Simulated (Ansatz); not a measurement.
# SnS2 (Berndtite-2T): properties at the relaxed cell

An exercise on one series of results from a longer session: the logs are not shown, and one member is left open.

Computed with Ansatz 0.2.0 (DFT HSE06, scalar-relativistic, plane waves, PAW, unless a step's input says otherwise).

## The system as given

It takes space group P-3m1 (No. 164, trigonal). Conventional cell: a = 3.662 Å, b = 3.662 Å, c = 6.820 Å, α = 90.00°, β = 90.00°, γ = 120.00°. Around Sn (site symmetry -3m) lie 6 S at 2.56 Å. Around S (site symmetry 3m) lie 3 Sn at 2.56 Å.

As a file:

```
CELL_PARAMETERS angstrom
3.66226 0.00000 0.00000
-1.83113 3.17161 0.00000
0.00000 0.00000 6.81960
ATOMIC_POSITIONS crystal
Sn 0.00000 0.00000 0.00000
S 0.33333 0.66667 0.21251
S 0.66667 0.33333 0.78749
```

It is the result of an earlier relaxation at this level (volume 26.40 Å³/atom; gap on the mesh: 2.50 eV).

The first run:

Input file input.yaml:

```yaml
crystal:
  lattice:
    - [3.62526939, 0.0, 0.0]
    - [-1.812634695, 3.1395753873, 0.0]
    - [0.0, 0.0, 6.7507149079]
  atoms:
    - { symbol: Sn, position: [0.0, 0.0, 0.0] }
    - { symbol: S, position: [0.3333333333, 0.6666666667, 0.2125118562] }
    - { symbol: S, position: [0.6666666667, 0.3333333333, 0.7874881438] }
basis:
  ecutwfc: 420
kpoints:
  mp_grid: { grid: [6, 6, 4] }
hamiltonian:
  xc: hse06
scf:
  occupations: { method: gaussian, width: 0.02 }
output:
  forces: true
  stress: true
  eigenvalues: true
relax:
  adjacent_minimum: "off"
  f_tol: 0.01
  max_steps: 30
  cell: { stress_tol: 0.1, fix: [volume] }
```

Command:

```
$ ansatz run input.yaml --threads 4 --pin off --max-ram 10240MiB --backend cpu --events-out ev --progress --plain --runs-dir out
```

Among the steps run: Volume × 0.97; Point at V/V0 = 1.03; Point at V/V0 = 0.94; The cell scaled to 1.06 of its volume.

One of the session's tables, all rows but one given; the rest of the session is left out.

It belongs to the step «Energy against volume». 

```
volume (Å³/atom)  energy above the lowest point (meV/atom)  pressure (GPa)  gap on the mesh (eV)
          24.820                                       1.3            0.31                  2.49
          25.612                                         ?               ?                     ?
          26.404                                       0.0            0.00                  2.50
          27.196                                       0.1           -0.04                  2.50
          27.988                                       0.3           -0.06                  2.51
```

**Question.** Estimate the row for volume (Å³/atom) = 25.612.

Worked estimate for «energy above the lowest point (meV/atom)». A straight line through the neighbours (24.820, 1.3) and (26.404, 0.0) gives 1.3 + (0.0 − 1.3) × (25.612 − 24.820) / (26.404 − 24.820) = 0.7; a parabola fitted to 3 rows on both sides gives 0.4.

**Answer.** energy above the lowest point (meV/atom): 0.3; pressure (GPa): 0.11; gap on the mesh (eV): 2.49. In «energy above the lowest point (meV/atom)» the line misses by +0.4 and the parabola by +0.1.

To keep in mind: Layers here are held mostly by dispersion, which this level lacks, so their spacing and the stiffness across them are unreliable there.
